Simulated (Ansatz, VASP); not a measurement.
# Ge in VASP and in Ansatz

```xyz
2
Lattice="0.0000 2.8382 2.8382 2.8382 0.0000 2.8382 2.8382 2.8382 0.0000" Properties=species:S:1:pos:R:3 pbc="T T T"
Ge    2.8382    2.8382    2.8382
Ge    4.2573    4.2573    4.2573
```

Change from the starting cell: volume scaled by 1.01, crystal datasets.

Alike in both runs: task electric field gradients; functional PBE; k mesh 10 × 10 × 10; occupations fermi-dirac, width 0.05 eV; no spin polarisation.

|  | VASP | Ansatz |
| --- | --- | --- |
| version | VASP 6.6.1 | Ansatz 0.2.0 |
| potentials or method | VASP PAW PBE potentials, release 64 (Ge_d), cutoff 520 eV | all-electron PAW with datasets made for the crystal, scalar-relativistic |

|  | VASP | Ansatz | Ansatz less VASP |
| --- | --- | --- | --- |
| pressure (GPa) | 2.9 | 2.9 | +0.06 |
| Vzz of the field gradient on the site that differs most (V/Å²) | 0.0 | 0.0 | -0.01 |

Ansatz ran all-electron here, so the differences hold the error of VASP's frozen core and of both bases.
